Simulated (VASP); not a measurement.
# Sr (P6_3/mmc) in VASP: further runs, part 2 of 2

VASP 6.6.1. Earlier steps stand in the parts before.

### Step 3. Relaxation of cell and atoms, PBE

This run uses another cell than the first one, of 24.51 Å³/atom, 0.443 times its volume.

Contents of INCAR:

```
SYSTEM = Sr
PREC     = Accurate       ! precision mode
ENCUT    = 520            ! plane-wave cutoff, eV
EDIFF    = 1E-6           ! SCF threshold, eV
ISMEAR   = 0              ! smearing method
SIGMA    = 0.1            ! smearing width, eV
LREAL    = .False.        ! projectors in reciprocal space
LASPH    = .True.         ! aspherical terms in the spheres
NELM     = 120            ! most SCF steps
ALGO     = Normal         ! electronic algorithm
ISIF     = 3              ! what is computed and relaxed
LWAVE    = .False.        ! write WAVECAR
LCHARG   = .False.        ! write CHGCAR
GGA      = PE             ! functional
IBRION   = 2              ! ionic algorithm
NSW      = 90             ! ionic steps
EDIFFG   = -0.01          ! ionic threshold
```

Contents of KPOINTS:

```
regular mesh
0
Gamma
  16 16 16
  0 0 0
```

Contents of POSCAR:

```
Sr
1.0
   -2.8100000000      2.8600000000      1.5250000000
    2.8100000000     -2.8600000000      1.5250000000
    2.8100000000      2.8600000000     -1.5250000000
Sr
2
Direct
    0.8750000000      0.1250000000      0.7500000000
    0.1250000000      0.8750000000      0.2500000000
```

Potentials or basis: VASP PAW PBE potentials, release 64 (Sr_sv).

Run with:

```
$ cat potpaw_PBE.64/Sr_sv/POTCAR > POTCAR
$ mpirun -np 1 vasp_std > vasp.out
```

OUTCAR:

```text
SYSTEM = Sr
   PREC = Accurate
   ENCUT = 520
   EDIFF = 1E-6
   ISMEAR = 0
   LREAL = .False.
   LASPH = .True.
   NELM = 120
   ISIF = 3
   GGA = PE
   IBRION = 2
   NSW = 90
   EDIFFG = -0.01

 ion  position               nearest neighbor table
   1  0.875  0.125  0.750-   2 2.91   2 2.91   2 2.96   2 2.96   2 3.62   2 3.62   2 3.66   2 3.66
                             2 4.74   2 4.77
   2  0.125  0.875  0.250-   1 2.91   1 2.91   1 2.96   1 2.96   1 3.62   1 3.62   1 3.66   1 3.66
                             1 4.74   1 4.77

  LATTYP: Found a body centered orthorhombic cell.
 ALAT       =     3.0500000000
 B/A-ratio  =     1.8426229508
 C/A-ratio  =     1.8754098361

  Lattice vectors:

 A1 = (   2.8100000000,  -2.8600000000,   1.5250000000)
 A2 = (  -2.8100000000,  -2.8600000000,  -1.5250000000)
 A3 = (   2.8100000000,   2.8600000000,  -1.5250000000)

Analysis of symmetry for initial positions (statically):
=====================================================================
 Subroutine PRICEL returns:
 Original cell was already a primitive cell.

 Routine SETGRP: Setting up the symmetry group for a
 body centered orthorhombic supercell.

 Subroutine GETGRP returns: Found  8 space group operations
 (whereof  4 operations were pure point group operations)
 out of a pool of  8 trial point group operations.

The static configuration has the point symmetry C_2h.
 The point group associated with its full space group is D_2h.

Analysis of symmetry for dynamics (positions and initial velocities):
=====================================================================
 Subroutine PRICEL returns:
 Original cell was already a primitive cell.

 Routine SETGRP: Setting up the symmetry group for a
 body centered orthorhombic supercell.

 Subroutine GETGRP returns: Found  8 space group operations
 (whereof  4 operations were pure point group operations)
 out of a pool of  8 trial point group operations.

The dynamic configuration has the point symmetry C_2h.
 The point group associated with its full space group is D_2h.

 Subroutine INISYM returns: Found  8 space group operations
 (whereof  4 operations are pure point group operations),
 and found     1 'primitive' translations
[... 124 lines left out ...]
   LEPSILON=     F    determine dielectric tensor
   LRPA    =     F    only Hartree local field effects (RPA)
 conjugate gradient relaxation of ions
 non-spin polarized calculation
 Gauss-broadening in eV      SIGMA  =   0.10
  energy-cutoff  :      520.00
  volume of cell :       49.02
 maximum number of plane-waves:      1342
   NGX = 15   NGY = 15   NGZ = 15

--------------------------------------- Ionic step        1  -------------------------------------------

 number of electron      20.0000000 magnetization

 Free energy of the ion-electron system (eV)
  ---------------------------------------------------
  ext. energy  EPLUGINS =         0.00000000
  ---------------------------------------------------
  free energy    TOTEN  =         0.14278091 eV

  energy without entropy =        0.14787326  energy(sigma->0) =        0.14532709

 E-fermi :   5.1636     XC(G=0): -10.3179

 val. band max:        5.1592858166   @ k =  -0.1875  -0.1250   0.1250
 cond. band min:       5.1700227870   @ k =   0.5000  -0.3750   0.2500
 fundamental gap:      0.0107369704
 Fermi energy:         5.1635899358

 k-point     1 :       0.0000    0.0000    0.0000
  band No.  band energies     occupation
      1     -30.9632      2.00000
      2     -30.1844      2.00000
      3     -13.7933      2.00000
      4     -13.6095      2.00000
      5     -11.7428      2.00000
      6     -11.7227      2.00000
      7     -11.7038      2.00000
      8     -11.5840      2.00000
      9       1.4188      2.00000
     10       2.7156      2.00000
     11       5.8604      0.00000
     12       5.9377      0.00000
     13       6.9479      0.00000
     14      10.3329      0.00000
[... 492 lines left out ...]
  FREE ENERGIE OF THE ION-ELECTRON SYSTEM (eV)
  ---------------------------------------------------
  free  energy   TOTEN  =        -2.7069984482 eV

  energy  without entropy=       -2.6940743633  energy(sigma->0) =       -2.70053641

[... ionic steps 4 to 7 ...]

--------------------------------------- Ionic step        8  -------------------------------------------

 number of electron      19.9999998 magnetization

------------------------ aborting loop because EDIFF is reached ----------------------------------------
[... 67 lines left out ...]
--------------------------------------- Ionic step       10  -------------------------------------------

 number of electron      19.9999999 magnetization

 Free energy of the ion-electron system (eV)
  ---------------------------------------------------
  ext. energy  EPLUGINS =         0.00000000
  ---------------------------------------------------
  free energy    TOTEN  =        -2.75003042 eV

  energy without entropy =       -2.72988995  energy(sigma->0) =       -2.73996018

 E-fermi :   1.4466     XC(G=0):  -7.3424

 val. band max:        1.4440760605   @ k =  -0.3125   0.5000   0.2500
 cond. band min:       1.4492819887   @ k =   0.1250   0.3750   0.0000
 fundamental gap:      0.0052059281
 Fermi energy:         1.4465613900

 k-point     1 :       0.0000    0.0000    0.0000
  band No.  band energies     occupation
      1     -35.2336      2.00000
      2     -35.1960      2.00000
      3     -17.3212      2.00000
      4     -17.3207      2.00000
      5     -17.1042      2.00000
      6     -17.1010      2.00000
      7     -17.0848      2.00000
      8     -17.0844      2.00000
      9      -2.0240      2.00000
     10       1.1025      2.00000
     11       2.0697      0.00000
     12       2.5373      0.00000
     13       3.1236      0.00000
     14       4.0737      0.00000
[... 420 lines left out ...]
  FREE ENERGIE OF THE ION-ELECTRON SYSTEM (eV)
  ---------------------------------------------------
  free  energy   TOTEN  =        -2.7500304163 eV

  energy  without entropy=       -2.7298899529  energy(sigma->0) =       -2.73996018

 reached required accuracy - stopping structural energy minimisation
```

CONTCAR:

```text
Sr
   1.00000000000000
    -3.7157662466950758    3.7147585633168005    1.9917966119842432
     3.7157662466950758   -3.7147585633168005    1.9917966119842432
     3.7157662466950758    3.7147585633168005   -1.9917966119842432
  Sr
     2
Direct
     0.8749406966487908    0.1249406966487910    0.7500000000000000
     0.1250593033512090    0.8750593033512092    0.2500000000000000

  0.00000000E+00  0.00000000E+00  0.00000000E+00
  0.00000000E+00  0.00000000E+00  0.00000000E+00
```

Wall time 23 min (1 thread of Intel Xeon Platinum 8559C (Emerald Rapids), shared host); peak memory 0.52 GiB.

What came out:

```yaml
Free_energy: -2.7500 eV
Relaxed_volume: 54.99 Å³/atom
Relaxed_cell: a = 5.619 Å, b = 5.619 Å, c = 5.619 Å, α = 97.20°, β = 97.23°, γ = 138.48°
Space_group_after_relaxing_to_0.05_Å: I4_1/amd (No. 141)
Energy_gained_by_relaxing: 1446.4 meV/atom
Ionic_steps: 10
Pressure_after_relaxing: 0.0 GPa
Band_gap_on_the_k_mesh: none (metal or under the smearing width)
```

The path:
```csv
step,energy change (eV),largest force (eV/Å),pressure (GPa),volume (Å³)
1,0.0000,0.0082,28.66,49.02
2,-2.7238,0.0002,2.88,87.16
3,-2.8498,0.0039,1.19,97.45
4,-2.8684,0.0123,-0.67,120.38
5,-2.8918,0.0089,-0.04,110.46
6,-2.8917,0.0083,0.08,108.89
7,-2.8924,0.0018,0.08,108.95
8,-2.8925,0.0022,0.08,108.97
9,-2.8927,0.0011,0.04,109.47
10,-2.8928,0.0002,0.00,109.97
```

Final structure:
```yaml
crystal:
  lattice:
    - [-3.71577, 3.71476, 1.99180]
    - [3.71577, -3.71476, 1.99180]
    - [3.71577, 3.71476, -1.99180]
  atoms:
    - { symbol: Sr, position: [0.87494, 0.12494, 0.75000] }
    - { symbol: Sr, position: [0.12506, 0.87506, 0.25000] }
```

Caveat: the volume moved by over 15 % at a fixed basis, so the end points are rough; the volume moved by +124 % from the deposited cell, more than functionals usually miss.

### Step 4. Relaxation of cell and atoms, PBE

This run uses another cell than the first one, of 54.99 Å³/atom, 0.993 times its volume.

Edit INCAR of step 3 so:

```diff
@@ -3,3 +3,3 @@
 ENCUT    = 520            ! plane-wave cutoff, eV
-EDIFF    = 1E-6           ! SCF threshold, eV
+EDIFF    = 1E-7           ! SCF threshold, eV
 ISMEAR   = 0              ! smearing method
@@ -15,3 +15,4 @@
 IBRION   = 2              ! ionic algorithm
-NSW      = 90             ! ionic steps
-EDIFFG   = -0.01          ! ionic threshold
+NSW      = 60             ! ionic steps
+EDIFFG   = -0.005         ! ionic threshold
+POTIM    = 0.3            ! step
```

KPOINTS is that of step 3.

Contents of POSCAR:

```
Sr                                      
1.0
   -3.7157662467      3.7147585633      1.9917966120
    3.7157662467     -3.7147585633      1.9917966120
    3.7157662467      3.7147585633     -1.9917966120
  Sr            
     2
Direct
     0.8749406966487908    0.1249406966487910    0.7500000000000000
     0.1250593033512090    0.8750593033512092    0.2500000000000000
```

Run with:

```
$ cat potpaw_PBE.64/Sr_sv/POTCAR > POTCAR
$ mpirun -np 1 vasp_std > vasp.out
```

Wall time 30 min (1 thread of Intel Xeon Platinum 8559C (Emerald Rapids), shared host); peak memory 0.96 GiB.

The run converged. Its results:

- Free energy: -2.7646 eV
- Relaxed volume: 55.50 Å³/atom
- Relaxed cell: a = 5.636 Å, b = 5.636 Å, c = 5.636 Å, α = 97.24°, β = 97.21°, γ = 138.46°
- Space group after relaxing (to 0.05 Å): I4_1/amd (No. 141)
- Energy gained by relaxing: 0.1 meV/atom
- Ionic steps: 4
- Pressure after relaxing: 0.0 GPa
- Band gap on the k mesh: none (metal or under the smearing width)

The path:
```tsv
step	energy change (eV)	largest force (eV/Å)	pressure (GPa)	volume (Å³)
1	0.0000	0.0002	0.07	109.97
2	-0.0001	0.0001	0.06	110.22
3	-0.0002	0.0003	0.02	110.75
4	-0.0002	0.0004	0.00	111.01
```

Final structure:
```
CELL_PARAMETERS angstrom
-3.72580 3.72679 1.99869
3.72580 -3.72679 1.99869
3.72580 3.72679 -1.99869
ATOMIC_POSITIONS crystal
Sr 0.87495 0.12495 0.75000
Sr 0.12505 0.87505 0.25000
```

Levels at points of the mesh, in eV from the Fermi level:
```
           k point  band 8  band 9  band 10  band 11  band 12  band 13
(0.00, 0.00, 0.00)  -18.55   -3.46    -0.33     0.62     1.09     1.67
(0.50, 0.00, 0.00)  -18.54   -0.80    -0.04    -0.03     1.05     1.30
(0.00, 0.50, 0.00)  -18.54   -0.80    -0.04    -0.03     1.05     1.30
(0.50, 0.50, 0.00)  -18.56   -1.88    -1.88     1.06     1.06     1.58
(0.50, 0.50, 0.50)  -18.53   -1.17    -1.16    -0.08    -0.08     1.65
```

### Step 5. Relaxation of cell and atoms, PBE

This run uses another cell than the first one, of 17.64 Å³/atom, 0.318 times its volume.

Edit INCAR of step 4 so:

```diff
@@ -1,5 +1,5 @@
-SYSTEM = Sr
+SYSTEM = Ti
 PREC     = Accurate       ! precision mode
 ENCUT    = 520            ! plane-wave cutoff, eV
-EDIFF    = 1E-7           ! SCF threshold, eV
+EDIFF    = 1E-6           ! SCF threshold, eV
 ISMEAR   = 0              ! smearing method
@@ -15,4 +15,3 @@
 IBRION   = 2              ! ionic algorithm
-NSW      = 60             ! ionic steps
-EDIFFG   = -0.005         ! ionic threshold
-POTIM    = 0.3            ! step
+NSW      = 90             ! ionic steps
+EDIFFG   = -0.01          ! ionic threshold
```

Contents of KPOINTS:

```
regular mesh
0
Gamma
  17 17 9
  0 0 0
```

Contents of POSCAR:

```
Ti
1.0
    2.9500000000      0.0000000000      0.0000000000
   -1.4750000000      2.5547749400      0.0000000000
    0.0000000000      0.0000000000      4.6800000000
Ti
2
Direct
    0.3333333300      0.6666666700      0.2500000000
    0.6666666700      0.3333333300      0.7500000000
```

Potentials or basis: VASP PAW PBE potentials, release 64 (Ti_sv).

Run with:

```
$ cat potpaw_PBE.64/Ti_sv/POTCAR > POTCAR
$ mpirun -np 1 vasp_std > vasp.out
```

It took 2.8 min on 1 thread of Intel Xeon Platinum 8559C (Emerald Rapids), shared host; peak memory 0.21 GiB.

It converged, with:

```
Free energy                            : -15.6775 eV
Relaxed volume                         : 17.34 Å³/atom
Relaxed cell                           : a = 2.937 Å, b = 2.937 Å, c = 4.643 Å, α = 90.00°, β = 90.00°, γ = 120.00°
Space group after relaxing (to 0.05 Å) : P6_3/mmc (No. 194)
Energy gained by relaxing              : 1.7 meV/atom
Ionic steps                            : 6
Pressure after relaxing                : 0.0 GPa
Band gap on the k mesh                 : none (metal or under the smearing width)
```

Step by step:
| step | energy change (eV) | largest force (eV/Å) | pressure (GPa) | volume (Å³) |
| --- | --- | --- | --- | --- |
| 1 | 0.0000 | 0.0000 | -1.77 | 35.27 |
| 2 | -0.0016 | 0.0000 | 1.38 | 34.29 |
| 3 | -0.0033 | 0.0000 | 0.01 | 34.69 |
| 4 | -0.0033 | 0.0000 | 0.04 | 34.68 |
| 5 | -0.0033 | 0.0000 | 0.06 | 34.68 |
| 6 | -0.0033 | 0.0000 | 0.05 | 34.68 |

Final structure:
```
CELL_PARAMETERS angstrom
2.93690 0.00000 0.00000
-1.46845 2.54343 0.00000
0.00000 0.00000 4.64334
ATOMIC_POSITIONS crystal
Ti 0.33333 0.66667 0.25000
Ti 0.66667 0.33333 0.75000
```

Levels at points of the mesh, in eV from the Fermi level:
| k point | band 9 | band 10 | band 11 | band 12 | band 13 | band 14 | band 15 | band 16 |
| --- | --- | --- | --- | --- | --- | --- | --- | --- |
| (0.00, 0.00, 0.00) | -6.22 | -2.70 | 0.77 | 0.77 | 0.78 | 0.89 | 1.27 | 1.27 |

### Step 6. Summary

| potentials or basis | k mesh | gap on the mesh (eV) | pressure (GPa) | relaxed volume (Å³/atom) |
| --- | --- | --- | --- | --- |
| VASP PAW PBE potentials, release 64 (Sr_sv) | 12 × 12 × 6 | none | 0.0 | 55.35 |
| VASP PAW PBE potentials, release 64 (Sr_sv) | 16 × 16 × 16 | none | 0.0 | 55.50 |
| VASP PAW PBE potentials, release 64 (Ti_sv) | 17 × 17 × 9 | none | 0.0 | 17.34 |

Alike in all rows: task relaxation of cell and atoms; level PBE; no spin polarisation; cell relaxed; cutoff (eV) 520; smearing gaussian 0.1 eV.

Total energies depend on the potentials used, so only differences within one code and one set of settings carry meaning.
